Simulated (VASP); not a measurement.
Input of a VASP 6.6.1 run:

Contents of INCAR:

```
SYSTEM = HfC
PREC = Accurate
ENCUT = 520
EDIFF = 1E-7
ISMEAR = 0
SIGMA = 0.1
LREAL = .FALSE.
LASPH = .TRUE.
NELM = 100
ALGO = Fast
ISIF = 2
LWAVE = .FALSE.
LCHARG = .TRUE.
GGA = PS
LELF = .TRUE.
LVHAR = .TRUE.
NBANDS = 14
ISYM = 0
```

KPOINTS

```
Automatic mesh
0
G
  11 11 15
  0 0 0
```

The input POSCAR:

```
HfC
1.0
    3.2733713840      0.0000000000      0.0000000000
    0.0000000000      3.2733713840      0.0000000000
    1.6366856920      1.6366856920      2.2905736520
Hf C
1 1
Direct
    0.0000000000      0.0000000000      0.0000000000
    0.5000000000      0.5000000000      0.0000000000
```

Potentials or basis: VASP PAW PBE potentials, release 64 (Hf_pv, C).

The run is started by

```bash
$ cat potpaw_PBE.64/Hf_pv/POTCAR potpaw_PBE.64/C/POTCAR > POTCAR
$ mpirun -np 1 vasp_std > vasp.out
```

(1) What does it give for the band gap on the k mesh?

(2) Estimate the pressure.

## Answers

(1) none (metal or under the smearing width).

(2) -1.3 GPa.

Caveat: the PAW data sets were made with another functional, which shifts forces and pressure a little.
